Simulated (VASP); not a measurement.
# Ti12H (a cell with a defect) in VASP: relaxation of the atoms with PBE

Aim: the relaxation of the atoms of Ti12H (a cell with a defect) with PBE.

All numbers are computed with VASP 6.6.1; they aren't measurements. Logs are shortened: lines on timing, memory, paths and dates and some standing lists are left out, and cuts for length are marked.

## (1) Starting point

The cell holds a defect, 13 atoms: a = 5.900 Å, b = 8.850 Å, c = 4.685 Å, α = 90.00°, β = 90.00°, γ = 120.00°.

The cell was built by a generator and needn't be a form met in nature.

## (2) Relaxation of the atoms, PBE

INCAR

```
SYSTEM = Ti12H
  ALGO = Fast
  EDIFF = 1E-6
  EDIFFG = -0.08
  ENCUT = 520
  GGA = PE
  IBRION = 2
  ISIF = 2
  ISMEAR = -1
  LASPH = .TRUE.
  LCHARG = .FALSE.
  LREAL = .FALSE.
  LWAVE = .FALSE.
  NELM = 100
  NSW = 45
  PREC = Accurate
  SIGMA = 0.1
```

KPOINTS

```
k-points
0
G
  2 2 2
  0 0 0
```

POSCAR

```
Ti12H
1.0
    5.9000000000      0.0000000000      0.0000000000
   -4.4250000000      7.6643250000      0.0000000000
    0.0000000000      0.0000000000      4.6846000000
Ti H
12 1
Direct
    0.0000000000      0.0000000000      0.0000000000
    0.1666667000      0.2222222000      0.5000000000
    0.0000000000      0.3333333000      0.0000000000
    0.1666667000      0.5555556000      0.5000000000
    0.0000000000      0.6666667000      0.0000000000
    0.1666667000      0.8888889000      0.5000000000
    0.5000000000      0.0000000000      0.0000000000
    0.6666667000      0.2222222000      0.5000000000
    0.5000000000      0.3333333000      0.0000000000
    0.6666667000      0.5555556000      0.5000000000
    0.5000000000      0.6666667000      0.0000000000
    0.6666667000      0.8888889000      0.5000000000
    0.8442949000      0.4470286000      0.7464866000
```

Potentials or basis: VASP PAW PBE potentials, release 64 (Ti_sv, H).

Run with:

```console
$ cat potpaw_PBE.64/Ti_sv/POTCAR potpaw_PBE.64/H/POTCAR > POTCAR
$ mpirun -np 1 vasp_std > vasp.out
```

OUTCAR:

```text
SYSTEM = Ti12H
   EDIFF = 1E-6
   EDIFFG = -0.08
   ENCUT = 520
   GGA = PE
   IBRION = 2
   ISIF = 2
   ISMEAR = -1
   LASPH = .TRUE.
   LREAL = .FALSE.
   NELM = 100
   NSW = 45
   PREC = Accurate

 ion  position               nearest neighbor table
   1  0.000  0.000  0.000-  12 2.90  12 2.90   2 2.90   2 2.90   6 2.90   6 2.90
   2  0.167  0.222  0.500-   9 2.90   9 2.90   1 2.90   1 2.90   3 2.90   3 2.90
   3  0.000  0.333  0.000-   8 2.90   8 2.90   2 2.90   2 2.90   4 2.90   4 2.90
   4  0.167  0.556  0.500-  11 2.90  11 2.90   5 2.90   5 2.90   3 2.90   3 2.90
   5  0.000  0.667  0.000-  10 2.90  10 2.90   6 2.90   6 2.90   4 2.90   4 2.90
   6  0.167  0.889  0.500-   7 2.90   7 2.90   5 2.90   5 2.90   1 2.90   1 2.90
   7  0.500  0.000  0.000-   6 2.90   6 2.90   8 2.90   8 2.90  12 2.90  12 2.90
   8  0.667  0.222  0.500-   3 2.90   3 2.90   7 2.90   7 2.90   9 2.90   9 2.90
   9  0.500  0.333  0.000-   2 2.90   2 2.90   8 2.90   8 2.90  10 2.90  10 2.90
  10  0.667  0.556  0.500-   5 2.90   5 2.90  11 2.90  11 2.90   9 2.90   9 2.90
  11  0.500  0.667  0.000-   4 2.90   4 2.90  12 2.90  12 2.90  10 2.90  10 2.90
  12  0.667  0.889  0.500-   1 2.90   1 2.90  11 2.90  11 2.90   7 2.90   7 2.90
  13  0.844  0.447  0.746-

  LATTYP: Found a simple monoclinic cell.
 ALAT       =     5.9000000000
 B/A-ratio  =     0.7940000000
 C/A-ratio  =     1.3228756849
 COS(beta)  =    -0.1889822323

  Lattice vectors:

 A1 = (   5.9000000000,   0.0000000000,   0.0000000000)
 A2 = (   0.0000000000,   0.0000000000,   4.6846000000)
 A3 = (  -1.4750000000,  -7.6643250000,   0.0000000000)

Analysis of symmetry for initial positions (statically):
=====================================================================
 Subroutine PRICEL returns:
 Original cell was already a primitive cell.

 Routine SETGRP: Setting up the symmetry group for a
 simple monoclinic supercell.

 Subroutine GETGRP returns: Found  1 space group operations
 (whereof  1 operations were pure point group operations)
 out of a pool of  4 trial point group operations.

The static configuration has the point symmetry C_1 .

Analysis of symmetry for dynamics (positions and initial velocities):
=====================================================================
 Subroutine PRICEL returns:
 Original cell was already a primitive cell.

 Routine SETGRP: Setting up the symmetry group for a
 simple monoclinic supercell.

 Subroutine GETGRP returns: Found  1 space group operations
 (whereof  1 operations were pure point group operations)
 out of a pool of  4 trial point group operations.

The dynamic configuration has the point symmetry C_1 .
[... 116 lines left out ...]
   NUPDOWN=      -1.0000    fix difference up-down
   EMIN   =  10.00;   EMAX   =-10.00  energy-range for DOS
   EFERMI =   0.00;   METHOD = LEGACY
   ISMEAR =    -1;   SIGMA  =   0.10  broadening in eV -4-tet -1-fermi 0-gaus
   EFERMI_NEDOS =   21; number of points for ismear=-14 and -15
   IALGO  =     68    algorithm
   IMIX   =      4    mixing-type and parameters
     AMIX     =   0.40;   BMIX     =  1.00
     AMIX_MAG =   1.60;   BMIX_MAG =  1.00
  volume/ion in A,a.u.               =      16.30       109.96
  Fermi-wavevector in a.u.,A,eV,Ry     =   1.442773  2.726446 28.321806  2.081594
  Thomas-Fermi vector in A             =   2.561256
   LORBIT       =      0    0 simple, 1 ext, 2 COOP (PROOUT), +10 PAW based schemes
   GGA     = PE    functional components
   LHFCALC =     F    Hartree Fock is set to
   AEXX    =    0.0000 exact exchange contribution
   IVDW    =     0    specifies the selected vdW correction
   LEPSILON=     F    determine dielectric tensor
   LRPA    =     F    only Hartree local field effects (RPA)
 conjugate gradient relaxation of ions
 non-spin polarized calculation
 RMM-DIIS sequential band-by-band and
  energy-cutoff  :      520.00
  volume of cell :      211.84
 maximum number of plane-waves:      5724
 NGX is ok and might be reduce to    48
   NGX = 21   NGY = 33   NGZ = 17

--------------------------------------- Ionic step        1  -------------------------------------------

 number of electron     145.0000002 magnetization

 Free energy of the ion-electron system (eV)
  ---------------------------------------------------
  ext. energy  EPLUGINS =         0.00000000
  ---------------------------------------------------
  free energy    TOTEN  =       -97.72415663 eV

  energy without entropy =      -97.22109293  energy(sigma->0) =      -97.47262478

------------------------ aborting loop EDIFF was not reached (unconverged)  ----------------------------

  FORCE on cell =-STRESS in cart. coord.  units (eV):
  Direction    XX          YY          ZZ          XY          YZ          ZX
  --------------------------------------------------------------------------------------
  -------------------------------------------------------------------------------------
  Total       -2.0401041     -1.3933015      0.6050159     -0.0806665     -0.0163537     -0.0272631
  in kB      -15.4299486    -10.5379772      4.5759256     -0.6101062     -0.1236880     -0.2061992
  external PRESSURE =      -7.1306667 kB  Pullay stress =       0.0000000 kB
[... 128 lines left out ...]
--------------------------------------- Ionic step        4  -------------------------------------------

 number of electron     144.9999998 magnetization

 Free energy of the ion-electron system (eV)
  ---------------------------------------------------
  ext. energy  EPLUGINS =         0.00000000
  ---------------------------------------------------
  free energy    TOTEN  =       -97.76972981 eV

  energy without entropy =      -97.27260064  energy(sigma->0) =      -97.52116522

 E-fermi :   8.1618     XC(G=0): -11.4730

 val. band max:        8.1554391083   @ k =   0.5000   0.5000   0.5000
 cond. band min:       8.1649208456   @ k =   0.5000   0.5000   0.5000
 fundamental gap:      0.0094817373
 Fermi energy:         8.1617577663

 k-point     1 :       0.0000    0.0000    0.0000
  band No.  band energies     occupation
      1     -48.6089      2.00000
      2     -48.5459      2.00000
      3     -48.5206      2.00000
      4     -48.5147      2.00000
      5     -48.5050      2.00000
      6     -48.4957      2.00000
[... 685 lines left out ...]
     83       8.6315      0.01807
     84       8.6502      0.01502
 [bands above 84 left out]

------------------------ aborting loop because EDIFF is reached ----------------------------------------

  FORCE on cell =-STRESS in cart. coord.  units (eV):
  Direction    XX          YY          ZZ          XY          YZ          ZX
  --------------------------------------------------------------------------------------
  -------------------------------------------------------------------------------------
  Total       -1.9894032     -1.5012844      0.3076628     -0.1100462      0.0494714      0.0079158
  in kB      -15.0464813    -11.3546856      2.3269508     -0.8323138      0.3741678      0.0598700
  external PRESSURE =      -8.0247387 kB  Pullay stress =       0.0000000 kB
[... 28 lines left out ...]
  FREE ENERGIE OF THE ION-ELECTRON SYSTEM (eV)
  ---------------------------------------------------
  free  energy   TOTEN  =       -97.7697298072 eV

  energy  without entropy=      -97.2726006392  energy(sigma->0) =      -97.52116522

 reached required accuracy - stopping structural energy minimisation
```

OSZICAR:

```text
N       E                     dE             d eps       ncg     rms          rms(c)
DAV:   1     0.216198343735E+04    0.21620E+04   -0.71115E+04  1392   0.208E+03
DAV:   2     0.206282446900E+03   -0.19557E+04   -0.19211E+04  1392   0.662E+02
DAV:   3    -0.584519509814E+02   -0.26473E+03   -0.25171E+03  2061   0.211E+02
[... 217 lines left out ...]
RMM:  23    -0.977697265413E+02   -0.13656E-05   -0.17384E-05  1994   0.153E-02    0.260E-03
RMM:  24    -0.977697276751E+02   -0.11338E-05   -0.14735E-05  1944   0.139E-02    0.260E-03
RMM:  25    -0.977697285360E+02   -0.86089E-06   -0.11749E-05  1862   0.127E-02    0.273E-03
RMM:  26    -0.977697292364E+02   -0.70045E-06   -0.10038E-05  1859   0.118E-02    0.284E-03
RMM:  27    -0.977697298072E+02   -0.57073E-06   -0.83979E-06  1793   0.109E-02
   4 F= -.97769730E+02 E0= -.97521165E+02  d E =-.246272E-02
```

Run time: 61 min. Hardware: 1 thread of Intel Xeon Platinum 8488C (Sapphire Rapids), shared host; peak memory 0.42 GiB.

What came out:

| Property | Result |
| --- | --- |
| Free energy | -97.7697 eV |
| Energy gained by relaxing | 3.5 meV/atom |
| Ionic steps | 4 |
| Pressure after relaxing | -0.8 GPa |
| Largest force after relaxing | 0.076 eV/Å |
| Band gap on the k mesh | none (metal or under the smearing width) |

Forces on the atoms (eV/Å):
```
Ti   0.030 -0.001  0.010
Ti  -0.009 -0.014 -0.005
Ti   0.010 -0.015 -0.020
Ti  -0.033  0.023  0.019
Ti   0.024 -0.019 -0.041
Ti   0.000  0.034 -0.013
Ti   0.008 -0.030  0.011
Ti  -0.004  0.022  0.036
Ti   0.038 -0.027 -0.013
Ti   0.004  0.025  0.010
Ti   0.021  0.020 -0.002
Ti  -0.021  0.009 -0.012
H   -0.068 -0.027  0.022
```

Step by step:
| step | energy change (eV) | largest force (eV/Å) | pressure (GPa) |
| --- | --- | --- | --- |
| 1 | 0.0000 | 0.4059 | -0.71 |
| 2 | -0.0303 | 0.2237 | -0.78 |
| 3 | -0.0431 | 0.0925 | -0.82 |
| 4 | -0.0456 | 0.0761 | -0.80 |

Final structure:
```yaml
crystal:
  lattice:
    - [5.90000, 0.00000, 0.00000]
    - [-4.42500, 7.66432, 0.00000]
    - [0.00000, 0.00000, 4.68460]
  atoms:
    - { symbol: Ti, position: [0.00181, 0.00060, 0.00162] }
    - { symbol: Ti, position: [0.16653, 0.22184, 0.49883] }
    - { symbol: Ti, position: [0.00446, 0.33056, 0.00138] }
    - { symbol: Ti, position: [0.17473, 0.55892, 0.49784] }
    - { symbol: Ti, position: [0.00409, 0.67073, 0.99965] }
    - { symbol: Ti, position: [0.16815, 0.89032, 0.49880] }
    - { symbol: Ti, position: [0.49868, 0.99870, 0.00124] }
    - { symbol: Ti, position: [0.66340, 0.21844, 0.50016] }
    - { symbol: Ti, position: [0.49322, 0.33038, 0.00100] }
    - { symbol: Ti, position: [0.66303, 0.55836, 0.49866] }
    - { symbol: Ti, position: [0.50131, 0.66717, 0.00093] }
    - { symbol: Ti, position: [0.66516, 0.88841, 0.49823] }
    - { symbol: H, position: [0.83971, 0.44593, 0.74815] }
```

Caveat: the k mesh is coarse (spacing up to 0.67 Å⁻¹), so the values aren't converged; the relaxation stopped at a loose force limit of 0.08 eV/Å, so its end isn't a converged minimum.
